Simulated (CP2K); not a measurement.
## HgSe under changes of volume

One of the cells (28.067 Å³/atom); the others are scaled copies at fixed shape and fractional positions:

```
CELL_PARAMETERS angstrom
4.29780 0.00000 0.00000
2.14890 3.72200 0.00000
2.14890 1.24067 3.50913
ATOMIC_POSITIONS crystal
Hg 0.00000 0.00000 0.00000
Se 0.75000 0.75000 0.75000
```

* Program: CP2K 2026.2
* Functional: LDA
* Potentials or basis: GTH_POTENTIALS Hg GTH-PADE-q12, Se GTH-PADE-q6; TZVP-MOLOPT-PBE-GTH basis
* Density cutoff: 6123 eV
* k mesh: 8 × 8 × 8
* Occupations: fermi-dirac, width 0.1 eV
* Spin: no spin polarisation

| volume (Å³/atom) | energy over the lowest point (meV/atom) | pressure (GPa) |
| --- | --- | --- |
| 26.383 | 22.23 | 4.4 |
| 26.944 | 9.82 | 2.8 |
| 27.505 | ? | ? |
| 28.067 | 0.00 | 0.1 |
| 28.628 | 1.50 | -1.0 |
| 29.189 | 6.63 | -1.9 |
| 29.751 | 14.99 | -2.8 |

What does the run at 27.505 Å³/atom give?

Energy over the lowest point 2.61 meV/atom; pressure 1.4 GPa.

Worked out: A Birch-Murnaghan fit of order 3 (a polynomial in V^(-2/3)) to the other rows has its minimum at 28.13 Å³/atom with B0 = V·E''(V) = 58 GPa and B' = 5.0. It gives 2.60 meV/atom at 27.505 Å³/atom, against the run's 2.61, and -dE/dV = 1.4 GPa, against 1.4.

Energies are extrapolated to zero smearing.

Caveats: the basis of atomic orbitals isn't converged, which shifts pressures, moduli and gaps.
